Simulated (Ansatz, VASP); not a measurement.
One calculation of Hg, two programs

```
Hg
1.0
     3.44194    0.00000    0.00000
    -1.72097    2.98081    0.00000
     0.00000    0.00000   11.06233
Hg
4
Cartesian
  0.0000 0.0000 0.0000
  0.0000 1.9872 2.7656
  0.0000 0.0000 5.5312
  1.7210 0.9936 8.2967
```

Alike in both runs: task single point; functional PBEsol; k mesh 6 × 6 × 2; occupations gaussian, width 0.1 eV; no spin polarisation.

|  | VASP | Ansatz |
| --- | --- | --- |
| version | VASP 6.6.1 | Ansatz 0.2.0 |
| potentials or method | VASP PAW PBE potentials, release 64 (Hg) | scalar-relativistic, plane waves, PAW |
| plane-wave cutoff (eV) | 520 | 420 |
| valence electrons in the cell | 48 | 80 |

|  | VASP | Ansatz | Ansatz less VASP |
| --- | --- | --- | --- |
| gap on the k mesh at the Fermi level (eV) | none | none | - |
| pressure (GPa) | -2.5 | -2.6 | -0.11 |
| largest component of the traceless stress (GPa) | 0.40 | 0.39 | -0.004 |

A gap of «none» marks a metal or a gap that the smearing closes. The two sets of potentials don't hold the same shells in valence.

Caveats: the PAW data sets were made with another functional, which shifts forces and pressure a little (VASP). Spin-orbit coupling is left out, which matters for the levels of Hg.
